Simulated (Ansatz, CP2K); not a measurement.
This is a calculation of Al for CP2K 2026.2. This isn't the form of Al at room conditions, which is fcc.

Contents of al_scf.inp:

```
&GLOBAL
  PROJECT al_scf
  RUN_TYPE ENERGY_FORCE
  PRINT_LEVEL LOW
&END GLOBAL
&FORCE_EVAL
  METHOD QS
  STRESS_TENSOR ANALYTICAL
  &DFT
    BASIS_SET_FILE_NAME BASIS_MOLOPT_UZH
    POTENTIAL_FILE_NAME POTENTIAL_UZH
    &MGRID
      CUTOFF 450
      REL_CUTOFF 60
      NGRIDS 4
    &END MGRID
    &QS
      METHOD GPW
      EPS_DEFAULT 1.0E-10
    &END QS
    &KPOINTS
      SCHEME MONKHORST-PACK 7 7 10
      GAMMA_CENTERED T
      SYMMETRY T
      SYMMETRY_BACKEND SPGLIB
    &END KPOINTS
    &SCF
      SCF_GUESS ATOMIC
      EPS_SCF 1.0E-6
      MAX_SCF 100
      ADDED_MOS 10
      CHOLESKY OFF
      EPS_EIGVAL 1.0E-7
      &DIAGONALIZATION ON
        ALGORITHM STANDARD
      &END DIAGONALIZATION
      &MIXING ON
        METHOD BROYDEN_MIXING
        ALPHA 0.4
        BETA 1.5
        NBUFFER 8
      &END MIXING
      &SMEAR ON
        METHOD FERMI_DIRAC
        ELECTRONIC_TEMPERATURE 580.23
      &END SMEAR
    &END SCF
    &XC
      &XC_FUNCTIONAL
        &GGA_X_PBE
        &END GGA_X_PBE
        &GGA_C_PBE
        &END GGA_C_PBE
      &END XC_FUNCTIONAL
    &END XC
    &PRINT
      &KPOINTS ON
      &END KPOINTS
      &MULLIKEN ON
      &END MULLIKEN
      &MO ON
        ENERGIES T
        OCCUPATION_NUMBERS T
        &EACH
          QS_SCF 0
        &END EACH
        ADD_LAST NUMERIC
      &END MO
      &LOWDIN ON
      &END LOWDIN
      &HIRSHFELD ON
        SHAPE_FUNCTION DENSITY
      &END HIRSHFELD
    &END PRINT
  &END DFT
  &SUBSYS
    &CELL
      A 4.4916000000 0.0000000000 0.0000000000
      B -2.2458000000 3.8898400000 0.0000000000
      C 0.0000000000 0.0000000000 2.7226000000
      PERIODIC XYZ
    &END CELL
    &COORD
      SCALED
      Al  0.3333300000 0.6666700000 0.0000000000
      Al  0.6666700000 0.3333300000 0.0000000000
    &END COORD
    &KIND Al
      BASIS_SET TZVP-MOLOPT-PBE-GTH-q3
      POTENTIAL GTH-PBE-q3
    &END KIND
    &PRINT
      &ATOMIC_COORDINATES ON
      &END ATOMIC_COORDINATES
      &CELL ON
      &END CELL
    &END PRINT
  &END SUBSYS
  &PRINT
    &FORCES ON
    &END FORCES
    &STRESS_TENSOR ON
    &END STRESS_TENSOR
  &END PRINT
&END FORCE_EVAL
```

Potentials or basis: POTENTIAL_UZH Al GTH-PBE-q3; TZVP-MOLOPT-PBE-GTH basis.

Run with:

```sh
$ OMP_NUM_THREADS=1 cp2k.psmp -i al_scf.inp -o al_scf.out
```

**Question.** What does the same run look like in Ansatz 0.2.0? Potentials or basis there: Ansatz PAW, cutoff 420 eV.

**Answer.** As run (cutoffs and basis follow the program's own potentials, and thresholds, step limits or extra output files can differ):

File input.yaml:

```yaml
crystal:
  lattice:
    - [4.4916, 0.0, 0.0]
    - [-2.2458, 3.88984, 0.0]
    - [0.0, 0.0, 2.7226]
  atoms:
    - { symbol: Al, position: [0.33333, 0.66667, 0.0] }
    - { symbol: Al, position: [0.66667, 0.33333, 0.0] }
hamiltonian:
  xc: pbe
  pseudopotentials: { kind: paw }
kpoints:
  mp_grid: { grid: [7, 7, 10] }
scf:
  occupations: { method: fermi_dirac, width: 0.05 }
output:
  forces: true
  stress: true
  eigenvalues: true
```

Potentials or basis: Ansatz PAW.

Run with:

```bash
$ ansatz run input.yaml --threads 1 --pin off --max-ram 3584MiB --backend cpu --events-out ev --progress --plain --runs-dir out
```

Both were run:

|  | CP2K | Ansatz |
| --- | --- | --- |
| Pressure | 1.6 GPa | 1.7 GPa |

Ansatz's pressure holds a Pulay term of +0.04 GPa for its cutoff of 420 eV, which the other run lacks.

Where Ansatz's input types no cutoff or centring, it takes its own default and a Γ-centred mesh.

Pressure is positive in compression.
